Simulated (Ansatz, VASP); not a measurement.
# Two plane-wave programs on Si

```
CELL_PARAMETERS angstrom
0.00000 2.71356 2.71356
2.71356 0.00000 2.71356
2.71356 2.71356 0.00000
ATOMIC_POSITIONS crystal
Si 0.75000 0.75000 0.75000
Si 0.50000 0.50000 0.50000
```

Alike in both runs: task relaxation of cell and atoms; functional LDA; k mesh 10 × 10 × 10; no spin polarisation.

|  | VASP | Ansatz |
| --- | --- | --- |
| version | VASP 6.6.1 | Ansatz 0.2.0 |
| potentials or method | VASP PAW LDA potentials, release 64 (Si) | scalar-relativistic, plane waves, PAW |
| plane-wave cutoff (eV) | 600 | 420 |
| occupations | gaussian, width 0.01 eV | fixed |
| valence electrons in the cell | 8 | 8 |

|  | VASP | Ansatz | Ansatz less VASP |
| --- | --- | --- | --- |
| gap on the k mesh at the Fermi level, each at its own relaxed structure (eV) | 0.45 | 0.45 | +0.001 |
| relaxed volume (Å³/atom) | 19.72 | 19.70 | -0.011 |
| relaxed cell length with the largest relative difference (Å) | 3.820 | 3.820 | -0.0007 |
| energy change over the relaxation (meV/atom) | -1 | -1 | -0.1 |

A k mesh can miss the band edges. LDA usually gives volumes a few per cent too small. Zero-point motion and thermal expansion aren't in these numbers.
